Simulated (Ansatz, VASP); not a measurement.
# CaSe in VASP and in Ansatz

INCAR

```
ALGO     = Normal         # electronic algorithm
EDIFF    = 1E-7           # SCF threshold, eV
ENCUT    = 520            # plane-wave cutoff, eV
GGA      = PE             # functional
ISIF     = 2              # what is computed and relaxed
ISMEAR   = 0              # smearing method
LASPH    = True           # aspherical terms in the spheres
LCHARG   = False          # write CHGCAR
LREAL    = False          # projectors in reciprocal space
LWAVE    = False          # write WAVECAR
NBANDS   = 15             # bands
NELM     = 100            # most SCF steps
PREC     = Accurate       # precision mode
SIGMA    = 0.05           # smearing width, eV
```

KPOINTS

```
k-points
0
Gamma
  8 8 8
```

Contents of POSCAR:

```
CaSe
1.0
    0.0000000000      2.9560000000      2.9560000000
    2.9560000000      0.0000000000      2.9560000000
    2.9560000000      2.9560000000      0.0000000000
Ca Se
1 1
Direct
   -0.0105717185     -0.0105717185      0.0105717185
    0.5000000000      0.5000000000      0.5000000000
```

Input for Ansatz:

```yaml
crystal:
  lattice:
    - [0.0, 2.956, 2.956]
    - [2.956, 0.0, 2.956]
    - [2.956, 2.956, 0.0]
  atoms:
    - { symbol: Ca, position: [-0.0105717185, -0.0105717185, 0.0105717185] }
    - { symbol: Se, position: [0.5, 0.5, 0.5] }
basis:
  ecutwfc: 420
kpoints:
  mp_grid: { grid: [8, 8, 8] }
hamiltonian:
  xc: pbe
scf:
  occupations: { method: gaussian, width: 0.05 }
output:
  forces: true
  stress: true
  eigenvalues: true
```

Change from the starting cell: all Ca atoms moved +0.062 Å, as atom 1 towards its neighbour atom 2 (Se) at 2.956 Å.

Alike in both runs: task single point; functional PBE; k mesh 8 × 8 × 8; occupations gaussian, width 0.05 eV; no spin polarisation.

|  | VASP | Ansatz |
| --- | --- | --- |
| version | VASP 6.6.1 | Ansatz 0.2.0 |
| potentials or method | VASP PAW PBE potentials, release 64 (Ca_sv, Se) | scalar-relativistic, plane waves, PAW |
| plane-wave cutoff (eV) | 520 | 420 |
| valence electrons in the cell | 16 | 26 |

Ansatz gave:

```
gap on the k mesh at the Fermi level (eV)       : 2.04
least direct gap on the mesh (eV)               : 2.97
pressure (GPa)                                  : 1.2
largest component of the traceless stress (GPa) : 0.17
rms of the force components (eV/Å)              : 0.114
```

Problem. What did VASP give for the same quantities?

Solution. gap on the k mesh at the Fermi level (eV): 2.03; least direct gap on the mesh (eV): 2.96; pressure (GPa): 1.4; largest component of the traceless stress (GPa): 0.18; rms of the force components (eV/Å): 0.115.

Atom by atom the forces differ by 0.002 eV/Å (rms over components). The two sets of potentials don't hold the same shells in valence.

A k mesh can miss the band edges.
